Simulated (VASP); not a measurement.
SiO2 (Cristobalite):

```
CELL_PARAMETERS angstrom
4.98200 0.00000 0.00000
0.00000 4.98200 0.00000
0.00000 0.00000 6.96300
ATOMIC_POSITIONS crystal
Si 0.29897 0.29897 0.00000
Si 0.20103 0.79897 0.25000
Si 0.70103 0.70103 0.50000
Si 0.79897 0.20103 0.75000
O 0.23989 0.10347 0.17813
O 0.39653 0.73989 0.42813
O 0.76011 0.89653 0.67813
O 0.60347 0.26011 0.92813
O 0.73989 0.39653 0.57187
O 0.89653 0.76011 0.32187
O 0.26011 0.60347 0.07187
O 0.10347 0.23989 0.82187
```

```yaml
Program: VASP 6.6.1
Task: relaxation of cell and atoms
Functional: PBE
Potentials_or_basis: VASP PAW PBE potentials, release 64 (Si, O)
Cutoff: 600 eV
k_mesh: 6 × 6 × 4
Occupations: gaussian, width 0.03 eV
Spin: no spin polarisation
```

At the start: pressure 6.2 GPa; volume 14.40 Å³/atom.

Problem. How do energy, volume and symmetry change on relaxing?

Solution. Over 40 steps the energy falls by 10.4 meV/atom and the volume is 15.25 Å³/atom (+5.9 %); space group P4_12_12 (No. 92, to 0.05 Å).

The path:
```tsv
step	energy change (eV)	largest force (eV/Å)	pressure (GPa)	volume (Å³)
1	0.0000	0.4023	6.18	172.82
2	0.1278	0.6892	-7.29	187.10
3	-0.1179	0.1402	0.12	178.46
4	-0.1179	0.1351	0.23	178.35
5	-0.1095	0.3647	-0.32	179.05
6	-0.1197	0.0306	0.07	178.56
7	-0.1201	0.0283	-0.01	178.70
8	-0.1206	0.0277	-0.17	179.05
9	-0.1208	0.0236	-0.04	178.99
10	-0.1209	0.0206	0.06	178.94
11	-0.1209	0.0219	0.09	178.92
12	-0.1211	0.0292	0.10	178.98
13	-0.1214	0.0586	0.13	179.15
14	-0.1212	0.1182	0.18	179.49
15	-0.1215	0.0754	0.14	179.25
16	-0.1215	0.0727	0.14	179.27
17	-0.1217	0.0637	0.13	179.36
18	-0.1220	0.0457	0.10	179.52
19	-0.1224	0.0288	0.04	179.85
20	-0.1221	0.0618	-0.08	180.50
21	-0.1224	0.0297	0.00	180.03
22	-0.1225	0.0289	0.01	180.08
23	-0.1228	0.0283	0.01	180.21
24	-0.1232	0.0325	0.00	180.49
25	-0.1238	0.0511	-0.01	181.04
26	-0.1237	0.1008	-0.04	182.14
27	-0.1240	0.0719	-0.03	181.53
28	-0.1241	0.0591	-0.01	181.61
29	-0.1244	0.0254	0.01	181.84
30	-0.1244	0.0355	0.01	181.90
31	-0.1245	0.0327	0.02	181.93
32	-0.1247	0.0243	0.03	182.03
33	-0.1249	0.0169	0.06	182.23
34	-0.1251	0.0254	0.12	182.63
35	-0.1252	0.0161	0.03	182.87
36	-0.1252	0.0172	0.02	182.90
37	-0.1253	0.0120	-0.01	182.95
38	-0.1253	0.0201	-0.05	183.01
39	-0.1253	0.0119	-0.05	183.01
40	-0.1254	0.0052	-0.04	183.01
```

Final structure:
```
Si O
1.0
     5.08056    0.00000    0.00000
     0.00000    5.08056    0.00000
     0.00000    0.00000    7.09028
Si O
4 8
Direct
  0.29463 0.29463 0.00000
  0.20537 0.79463 0.25000
  0.70537 0.70537 0.50000
  0.79463 0.20537 0.75000
  0.24106 0.09457 0.17464
  0.40543 0.74106 0.42464
  0.75894 0.90543 0.67464
  0.59457 0.25894 0.92464
  0.74106 0.40543 0.57536
  0.90543 0.75894 0.32536
  0.25894 0.59457 0.07536
  0.09457 0.24106 0.82536
```
